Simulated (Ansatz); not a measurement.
## Mercury, alpha-Hg (rhombohedral): convergence with Gaussian smearing

Computed with Ansatz, r²SCAN, scalar-relativistic PAW, on the relaxed cell (a = 3.756 Å, c = 6.464 Å (c/a = 1.721); spin not included). Errors count from a run at 500 eV on a Γ-centred 18×18×18 mesh with Fermi-Dirac smearing of 0.1 eV, extrapolated to zero width. Fixed here: cutoff 500 eV, mesh 11×11×11. The SCF starts from atomic densities corrected by a trained network.

```json
{"width (eV)": "0.01", "E(σ→0) error (meV/atom)": "-1.6", "F error (meV/atom)": "-1.6", "P (GPa)": "0.12", "SCF iterations": "6"}
{"width (eV)": "0.03", "E(σ→0) error (meV/atom)": "-1.6", "F error (meV/atom)": "-1.6", "P (GPa)": "0.12", "SCF iterations": "6"}
{"width (eV)": "0.1", "E(σ→0) error (meV/atom)": "-1.6", "F error (meV/atom)": "-2.2", "P (GPa)": "0.09", "SCF iterations": "6"}
{"width (eV)": "0.3", "E(σ→0) error (meV/atom)": "-1.2", "F error (meV/atom)": "-7.4", "P (GPa)": "0.02", "SCF iterations": "6"}
{"width (eV)": "0.6", "E(σ→0) error (meV/atom)": "-1.0", "F error (meV/atom)": "-26.3", "P (GPa)": "0.01", "SCF iterations": "6"}
{"width (eV)": "1.0", "E(σ→0) error (meV/atom)": "0.9", "F error (meV/atom)": "-72.0", "P (GPa)": "0.00", "SCF iterations": "6"}
```

**Question.** What does the run at 0.2 give (width)?

**Answer.** E(σ→0) error (meV/atom): -1.5; F error (meV/atom): -4.0; P (GPa): 0.04; SCF iterations: 6.
